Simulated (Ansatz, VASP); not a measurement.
## Ta in VASP and in Ansatz

Contents of INCAR:

```
PREC = Accurate
ENCUT = 520
EDIFF = 1E-6
ISMEAR = -1
SIGMA = 0.1
LREAL = False
LASPH = True
NELM = 60
ALGO = Normal
ISIF = 2
LWAVE = False
LCHARG = False
GGA = PE
NBANDS = 12
```

File KPOINTS:

```
Automatic mesh
0
Gamma
  22 22 22
```

Contents of POSCAR:

```
Ta
1.0
   -1.7246538404      1.7246538404      1.7246538404
    1.7246538404     -1.7246538404      1.7246538404
    1.7246538404      1.7246538404     -1.7246538404
Ta
1
Direct
    0.0000000000      0.0000000000      0.0000000000
```

Input for Ansatz:

```yaml
crystal:
  lattice:
    - [-1.7246538404, 1.7246538404, 1.7246538404]
    - [1.7246538404, -1.7246538404, 1.7246538404]
    - [1.7246538404, 1.7246538404, -1.7246538404]
  atoms:
    - { symbol: Ta, position: [0.0, 0.0, 0.0] }
hamiltonian:
  xc: pbe
  pseudopotentials:
    kind: paw
    azcp:
      Ta: "pseudopotentials/Ta.paw.azcp"
basis:
  ecutwfc: 420
  fft_grid_basis: typed
kpoints:
  mp_grid: { grid: [22, 22, 22], shift: [0, 0, 0] }
magnetization:
  spin_polarized: false
scf:
  occupations: { method: fermi_dirac, width: 0.1 }
output:
  stress: true
```

Alike in both runs: task single point; functional PBE; k mesh 22 × 22 × 22; occupations fermi-dirac, width 0.1 eV; no spin polarisation.

|  | VASP | Ansatz |
| --- | --- | --- |
| version | VASP 6.6.1 | Ansatz 0.2.0 |
| potentials or method | VASP PAW PBE potentials, release 64 (Ta_pv) | plane waves (420 eV) with PAW, scalar-relativistic |
| plane-wave cutoff (eV) | 520 | 420 |
| valence electrons in the cell | 11 | 13 |

|  | VASP | Ansatz | Ansatz less VASP |
| --- | --- | --- | --- |
| pressure (GPa) | -17.9 | -17.9 | +0.02 |

With one functional, cell and mesh, what is left measures potentials, basis and numerics. The two sets of potentials don't hold the same shells in valence.

Caveats: so large a pressure means that the cell lies far from this level's equilibrium, or that cutoff or potentials fall short (VASP). The runs have no spin-orbit coupling, so splittings on Ta are missing.
